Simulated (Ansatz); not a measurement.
Na2S: frozen-core PAW against all-electron methods

```
Na S
1.0
     0.00000    3.29563    3.26300
     3.29563    0.00000    3.26300
     3.29563    3.29563    0.00000
Na S
2 1
Direct
  0.25000 0.25000 0.25000
  0.75000 0.75000 0.75000
  0.00000 0.00000 0.00000
```

Atom numbers follow the list: Na1, Na2, S3.

The cell comes from COD entry 1011374, which wasn't checked; take it as a given geometry. The listed cell was then made from it by scaling, straining or moving an atom.

Levels of theory: DFT, PBEsol, PAW with Ansatz's default frozen-core files, scalar-relativistic (Ansatz 0.2.0); DFT, PBEsol, all-electron PAW with datasets made for the crystal, scalar-relativistic (Ansatz 0.2.0); DFT, PBEsol, all-electron LAPW, scalar-relativistic (Ansatz 0.2.0).

For PAW: a Γ-centred 8×8×8 k mesh, Fermi–Dirac smearing of 0.02 eV, cutoff 420 eV, no spin polarisation; the PAW files were made with PBE, and the program remakes their frozen cores for this functional. The crystal-made all-electron datasets (AE datasets) take a cutoff of 180 eV at this cell. LAPW targets a basis error of 1 meV/atom. The Ansatz runs share mesh, smearing and spin set-up. Plane-wave (PAW) pressures include the program's estimate of the Pulay term.

Stress and pressure are positive in compression.

The change that made this cell: equal xx and yy strain of +1 %.

```tsv
quantity	PAW	AE datasets	LAPW
pressure (GPa)	-0.86	-0.86	-0.86
stress xx (GPa)	-0.98	-0.98	-0.98
stress zz (GPa)	-0.60	-0.60	-0.60
band gap (eV)	2.317	2.318	2.317
largest principal field gradient Vzz at S3 (10²¹ V/m²)	-0.10	-0.10	–
```
